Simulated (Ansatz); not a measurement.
# WSe2: shifting one sublattice

This session takes WSe2 and sets out to measure how stiffly every W atom is held.

Computed with Ansatz 0.2.0 (DFT PBEsol+D3(BJ), scalar-relativistic, plane waves, PAW, unless a step's input says otherwise).

**1. The starting structure**

Symmetry: P-6m2, No. 187, hexagonal system. Conventional cell: a = 3.318 Å, b = 3.318 Å, c = 16.658 Å, α = 90.00°, β = 90.00°, γ = 120.00°. W (site symmetry -6m2) is surrounded by 6 Se at 2.54 Å. Se (site symmetry 3m) is surrounded by 3 W at 2.54 Å.

Coordinates:

```
CELL_PARAMETERS angstrom
3.31794 0.00000 0.00000
-1.65897 2.87342 0.00000
0.00000 0.00000 16.65814
ATOMIC_POSITIONS crystal
W 0.00000 0.00000 0.00000
Se 0.33333 0.66667 0.09979
Se 0.33333 0.66667 0.90021
```

It goes back to an entry of the Materials Project, which need not be the stable form.

The cell is taken as given, not relaxed at this level.

**2. The reference cell**

The reference gives a free energy of -21107.5468 eV, pressure -1.75 GPa, largest force 0.190 eV/Å and gap on the mesh 1.52 eV. It was computed beforehand with the settings of the runs below.

**3. The scan: shifting one sublattice**

Every W atom is moved by x along the Cartesian unit vector (-0.500, -0.866, 0.000); the cell and all other atoms stay fixed. Forces below are components along that vector, summed over the moved atoms.

**4. Point x = -0.100 Å**

The input, input.yaml:

```yaml
crystal:
  lattice:
    - [3.3179375931, 0.0, 0.0]
    - [-1.6589687966, 2.8734182438, 0.0]
    - [0.0, 0.0, 16.65814242]
  atoms:
    - { symbol: W, position: [0.0301392046, 0.0301392046, 0.0] }
    - { symbol: Se, position: [0.3333333333, 0.6666666667, 0.09978652] }
    - { symbol: Se, position: [0.3333333333, 0.6666666667, 0.90021348] }
basis:
  ecutwfc: 420
kpoints:
  mp_grid: { grid: [12, 12, 2] }
hamiltonian:
  xc: pbesol
  dispersion: d3bj
scf:
  occupations: { method: gaussian, width: 0.05 }
output:
  forces: true
  stress: true
  eigenvalues: true
```

Launch:

```bash
$ ansatz run input.yaml --threads 1 --pin off --max-ram 2560MiB --backend cpu --events-out ev --progress --plain --runs-dir out
```

**5. Point x = 0.075 Å**

Edit input.yaml of step 4 so:

```diff
@@ -6,3 +6,3 @@
   atoms:
-    - { symbol: W, position: [0.0301392046, 0.0301392046, 0.0] }
+    - { symbol: W, position: [-0.0226044035, -0.0226044035, 0.0] }
     - { symbol: Se, position: [0.3333333333, 0.6666666667, 0.09978652] }
```

**6. x = -0.050 Å**

Edit input.yaml of step 5 so:

```diff
@@ -6,3 +6,3 @@
   atoms:
-    - { symbol: W, position: [-0.0226044035, -0.0226044035, 0.0] }
+    - { symbol: W, position: [0.0150696023, 0.0150696023, 0.0] }
     - { symbol: Se, position: [0.3333333333, 0.6666666667, 0.09978652] }
@@ -22 +22,5 @@
   eigenvalues: true
+  write_density: true
+  write_potential: true
+  elf: true
+  volumetric_format: npy
```

**7. Point x = 0.025 Å**

Edit input.yaml of step 6 so:

```diff
@@ -6,3 +6,3 @@
   atoms:
-    - { symbol: W, position: [0.0150696023, 0.0150696023, 0.0] }
+    - { symbol: W, position: [-0.0075348012, -0.0075348012, 0.0] }
     - { symbol: Se, position: [0.3333333333, 0.6666666667, 0.09978652] }
@@ -22,5 +22 @@
   eigenvalues: true
-  write_density: true
-  write_potential: true
-  elf: true
-  volumetric_format: npy
```

**8. Point x = 0.087 Å**

Edit input.yaml of step 7 so:

```diff
@@ -6,3 +6,3 @@
   atoms:
-    - { symbol: W, position: [-0.0075348012, -0.0075348012, 0.0] }
+    - { symbol: W, position: [-0.026371804, -0.026371804, 0.0] }
     - { symbol: Se, position: [0.3333333333, 0.6666666667, 0.09978652] }
```

**9. At x = 0.062 Å**

Edit input.yaml of step 8 so:

```diff
@@ -6,3 +6,3 @@
   atoms:
-    - { symbol: W, position: [-0.026371804, -0.026371804, 0.0] }
+    - { symbol: W, position: [-0.0188370029, -0.0188370029, 0.0] }
     - { symbol: Se, position: [0.3333333333, 0.6666666667, 0.09978652] }
```

**10. x = 0.037 Å**

Edit input.yaml of step 9 so:

```diff
@@ -6,3 +6,3 @@
   atoms:
-    - { symbol: W, position: [-0.0188370029, -0.0188370029, 0.0] }
+    - { symbol: W, position: [-0.0113022017, -0.0113022017, 0.0] }
     - { symbol: Se, position: [0.3333333333, 0.6666666667, 0.09978652] }
```

**11. x = 0.013 Å**

Edit input.yaml of step 10 so:

```diff
@@ -6,3 +6,3 @@
   atoms:
-    - { symbol: W, position: [-0.0113022017, -0.0113022017, 0.0] }
+    - { symbol: W, position: [-0.0037674006, -0.0037674006, 0.0] }
     - { symbol: Se, position: [0.3333333333, 0.6666666667, 0.09978652] }
@@ -22 +22,5 @@
   eigenvalues: true
+  write_density: true
+  write_potential: true
+  elf: true
+  volumetric_format: npy
```

(Steps that only read results are left out.)

What does the calculation give?

As calculated:

```
                                                        quantity        value
force constant along x, from the points at -0.050, 0 and 0.013 Å  18.24 eV/Å²
```

Near the site the force constant is 18.24 eV/Å². No sampled point lies below the undisturbed cell. The gap on the mesh stays between 1.51 and 1.52 eV. These runs have no spin-orbit coupling; with W it would split and shift bands.
